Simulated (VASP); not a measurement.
Input of a VASP 6.6.1 run:

INCAR

```
  PREC = Accurate
  ENCUT = 600
  EDIFF = 1E-7
  ISMEAR = 0
  SIGMA = 0.03
  LREAL = False
  LASPH = True
  NELM = 80
  ALGO = Normal
  ISIF = 3
  LWAVE = False
  LCHARG = False
  GGA = PS
  IBRION = 2
  NSW = 90
  EDIFFG = -0.005
  KPAR = 4
```

File KPOINTS:

```
regular mesh
0
Gamma
  8 8 8
```

POSCAR

```
NaI                                     
1.0
    0.0000000000      3.2056390848      3.2056390848
    3.2056390848      0.0000000000      3.2056390848
    3.2056390848      3.2056390848      0.0000000000
  Na              I             
     1     1
Direct
     0.0000000000000000    0.0000000000000000    0.0000000000000000
     0.5000000000000000    0.5000000000000000    0.5000000000000000
```

Potentials or basis: VASP PAW PBE potentials, release 64 (Na_pv, I).

The run is started by

```console
$ cat potpaw_PBE.64/Na_pv/POTCAR potpaw_PBE.64/I/POTCAR > POTCAR
$ mpirun -np 4 vasp_std > vasp.out
```

Predict the space group after relaxing (to 0.05 Å).

Fm-3m (No. 225).

Predict the band gap on the k mesh.

3.58 eV, direct.

Predict the relaxed volume.

32.91 Å³/atom.

Final structure:
```
CELL_PARAMETERS angstrom
0.00000 3.20455 3.20455
3.20455 0.00000 3.20455
3.20455 3.20455 0.00000
ATOMIC_POSITIONS crystal
Na 0.00000 0.00000 0.00000
I 0.50000 0.50000 0.50000
```

Caveat: the PAW data sets were made with another functional, which shifts forces and pressure a little; spin-orbit coupling is left out, which moves the levels of the heavy elements. As with any semilocal functional, this PBEsol gap is likely too small.
